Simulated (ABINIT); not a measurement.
The system is PtSe2 (Sudovikovite).

```xyz
3
Lattice="3.7240 0.0000 0.0000 -1.8620 3.2251 0.0000 0.0000 0.0000 5.0620" Properties=species:S:1:pos:R:3 pbc="T T T"
Pt    0.0000    0.0000    0.0000
Se    1.8620    1.0750    3.7965
Se    0.0000    2.1501    1.2655
```

Base run:

| Quantity | Value |
| --- | --- |
| Program | ABINIT 10.8.3 (patched build) |
| Functional | BLYP |
| Potentials or basis | JTH PAW PBE v2.0 |
| Cutoff | 544 eV |
| k mesh | 8 × 8 × 5 |
| Occupations | fermi-dirac, width 0.05 eV |
| Spin | no spin polarisation |

Its results: band gap on the k mesh none (metal or under the smearing width); pressure 15.0 GPa; largest force 1.106 eV/Å.

Question: After a change of settings the same cell gave: band gap on the k mesh none (metal or under the smearing width); pressure 2.6 GPa; largest force 0.294 eV/Å. Which change was it?
A. functional from BLYP to SOGGA
B. functional from BLYP to LDA-Teter; potentials or basis from JTH PAW PBE v2.0 to JTH PAW LDA v2.0
C. functional from BLYP to AM05
D. functional from BLYP to RPBE

Answer: C.

AM05 binds more tightly than BLYP, so the same cell stands under less pressure.

Caveats: the PAW data sets were made with another functional, which shifts forces and pressure a little; spin-orbit coupling is left out, which moves the levels of the heavy elements; the atomic spheres overlap.

Runs at the PBE level aren't shown here.
